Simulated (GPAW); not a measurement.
The system is MgB2.

```
Mg B
1.0
     3.08500    0.00000    0.00000
    -1.54250    2.67169    0.00000
     0.00000    0.00000    3.52300
Mg B
1 2
Cartesian
  0.0000 0.0000 0.0000
  1.5425 0.8906 1.7615
  0.0000 1.7811 1.7615
```

```yaml
Program: GPAW 26.7.0
Task: relaxation of cell and atoms
Functional: PBE
Dispersion: D3(BJ)
Potentials_or_basis: GPAW PAW data sets (gpaw-data 1.2.1)
Cutoff: 800 eV
Basis: pw
k_mesh: 10 × 10 × 8
Occupations: fermi-dirac, width 0.05 eV
Spin: no spin polarisation
```

At the start: pressure -5.9 GPa; volume 9.68 Å³/atom.

Task: Where does the relaxation end?

Result: Over 7 steps the energy falls by 7.2 meV/atom and the volume is 9.28 Å³/atom (-4.1 %); space group P6/mmm (No. 191, to 0.05 Å).

The path:
```csv
step,energy change (eV),largest force (eV/Å),pressure (GPa),volume (Å³)
1,0.0000,0.0000,-5.94,29.04
2,-0.0049,0.0000,-5.22,28.89
3,-0.0201,0.0000,0.19,27.87
4,-0.0203,0.0000,0.03,27.89
5,-0.0213,0.0000,-0.43,27.94
6,-0.0217,0.0000,-0.34,27.90
7,-0.0217,0.0000,-0.08,27.85
```

Final structure:
```xyz
3
Lattice="3.0531 0.0000 0.0000 -1.5265 2.6440 0.0000 0.0000 0.0000 3.4495" Properties=species:S:1:pos:R:3 pbc="T T T"
Mg    0.0000    0.0000    0.0000
B     1.5265    0.8813    1.7248
B     0.0000    1.7627    1.7248
```

Caveat: later steps reuse the first step's grids; pairwise dispersion overbinds metals, which lowers pressure and volume.
